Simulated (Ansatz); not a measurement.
PbSe (Clausthalite):

```
Pb Se
1.0
     0.00000    3.06065    3.06065
     3.06065    0.00000    3.06065
     3.06065    3.06065    0.00000
Pb Se
1 1
Cartesian
  0.0000 0.0000 0.0000
  3.0606 3.0606 3.0606
```

```yaml
Program: Ansatz 0.2.0
Task: relaxation of cell and atoms
Functional: RPBE
Potentials_or_basis: all-electron LAPW, scalar-relativistic
Basis_error_allowed: 0.001 eV/atom
k_mesh: 8 × 8 × 8
Occupations: fermi-dirac, width 0.05 eV
Spin: no spin polarisation
```

At the start: volume 28.67 Å³/atom.

Task: How do energy, volume and symmetry change on relaxing?

Result: Over 5 steps the energy falls by 31.0 meV/atom and the volume is 31.21 Å³/atom (+8.9 %); space group Fm-3m (No. 225, to 0.05 Å).

Step by step:
```csv
step,energy change (eV),largest force (eV/Å),volume (Å³)
1,0.0000,0.0000,57.34
2,-0.0534,0.0000,64.49
3,-0.0617,0.0000,62.69
4,-0.0619,0.0000,62.42
5,-0.0619,0.0000,62.42
```

Final structure:
```cif
data_structure
_symmetry_space_group_name_H-M 'P 1'
_symmetry_Int_Tables_number 1
_cell_length_a 4.4526
_cell_length_b 4.4526
_cell_length_c 4.4526
_cell_angle_alpha 60.000
_cell_angle_beta 60.000
_cell_angle_gamma 60.000
_cell_volume 62.42
loop_
_atom_site_label
_atom_site_type_symbol
_atom_site_fract_x
_atom_site_fract_y
_atom_site_fract_z
_atom_site_occupancy
Pb1 Pb 0.00000 0.00000 0.00000 1
Se1 Se 0.50000 0.50000 0.50000 1
```

The cell as given is a measured one (28.67 Å³/atom); RPBE puts the equilibrium volume +8.9 % from it, thermal expansion not counted.
